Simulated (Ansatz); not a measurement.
**Sb: strain and displacement**

```yaml
crystal:
  lattice:
    - [2.15060, 1.24165, 3.74400]
    - [-2.15060, 1.24165, 3.74400]
    - [0.00000, -2.48330, 3.74400]
  atoms:
    - { symbol: Sb, position: [0.23364, 0.23364, 0.23364] }
    - { symbol: Sb, position: [0.76636, 0.76636, 0.76636] }
```

Atoms are numbered in the order listed.

Structure: COD 9009654, as refined from experiment and not relaxed.

No spin–orbit coupling, which matters for the heavy atoms here.

Computed with DFT, PBE, PAW with Ansatz's default frozen-core files, scalar-relativistic in Ansatz 0.2.0.

Numerical set-up: a Γ-centred 9×9×9 k mesh, Fermi–Dirac smearing of 0.05 eV, cutoff 420 eV, no spin polarisation.

The unchanged cell is at 3.13 GPa, so energy changes include a term −P ΔV where the volume moves.

In a metal, stresses and small energies carry noise from the k mesh.

x, y and z are the Cartesian axes of the cell as listed; fractional coordinates follow a strain, and an engineering shear is twice the off-diagonal strain component.

(1) With this change (x and y strained by -2 %, z held), what becomes of the energy and stress and forces?

With z strained by +4 % at fixed volume: energy change +10.8 meV/atom; stress change (xx, yy, zz, yz, xz, xy) 0.87, 0.87, -0.81, 0.00, 0.00, 0.00 GPa, compression positive; change of the force on Sb2 (0.000, 0.000, 0.038) eV/Å.

(2) With this change (atom 2 (Sb) moved by (0.0289, 0.0289, 0.0289) Å), what becomes of the energy and stress and forces?

(3) With this change (equal xy, yz and zx engineering shear strains of -3 %), what becomes of the energy and stress and forces?

(4) With this change (equal xy, yz and zx engineering shear strains of -1 %), what becomes of the energy and stress and forces?

(5) With this change (equal xy, yz and zx engineering shear strains of +2 %), what becomes of the energy and stress and forces?

With equal xy, yz and zx engineering shear strains of -2 %: energy change +4.0 meV/atom; stress change (xx, yy, zz, yz, xz, xy) -0.66, 0.69, 0.05, 1.27, 0.60, 0.14 GPa, compression positive; change of the force on Sb2 (-0.055, -0.098, -0.003) eV/Å.

(6) With this change (equal xy, yz and zx engineering shear strains of +1 %), what becomes of the energy and stress and forces?

With equal xy, yz and zx engineering shear strains of +3 %: energy change +8.4 meV/atom; stress change (xx, yy, zz, yz, xz, xy) 0.93, -0.87, 0.08, -1.78, -0.88, -0.18 GPa, compression positive; change of the force on Sb1 (-0.074, -0.142, 0.008) eV/Å.

(7) What force constant does this one finite step give for Sb2 along its displacement (all its periodic images move with it)?

## Answers

(1) Energy change +36.4 meV/atom; stress change (xx, yy, zz, yz, xz, xy) 3.33, 3.33, 2.16, 0.00, 0.00, 0.00 GPa, compression positive; change of the force on Sb1 (0.000, 0.000, 0.228) eV/Å.

(2) Energy change +5.4 meV/atom; stress change (xx, yy, zz, yz, xz, xy) 0.20, 0.62, 0.49, 0.41, 0.39, -0.18 GPa, compression positive; change of the force on Sb2 (-0.088, -0.097, -0.173) eV/Å.

(3) Energy change +8.9 meV/atom; stress change (xx, yy, zz, yz, xz, xy) -0.99, 1.04, 0.12, 1.90, 0.87, 0.22 GPa, compression positive; change of the force on Sb2 (-0.083, -0.147, -0.007) eV/Å.

(4) Energy change +1.0 meV/atom; stress change (xx, yy, zz, yz, xz, xy) -0.33, 0.33, 0.01, 0.63, 0.30, 0.07 GPa, compression positive; change of the force on Sb2 (-0.027, -0.049, -0.001) eV/Å.

(5) Energy change +3.8 meV/atom; stress change (xx, yy, zz, yz, xz, xy) 0.64, -0.61, 0.04, -1.21, -0.59, -0.13 GPa, compression positive; change of the force on Sb1 (-0.050, -0.096, 0.003) eV/Å.

(6) Energy change +1.0 meV/atom; stress change (xx, yy, zz, yz, xz, xy) 0.32, -0.31, 0.01, -0.62, -0.30, -0.06 GPa, compression positive; change of the force on Sb1 (-0.025, -0.048, 0.001) eV/Å.

(7) k = −ΔF·u/|u|² = 4.14 eV/Å², so the force pulls the atom back.
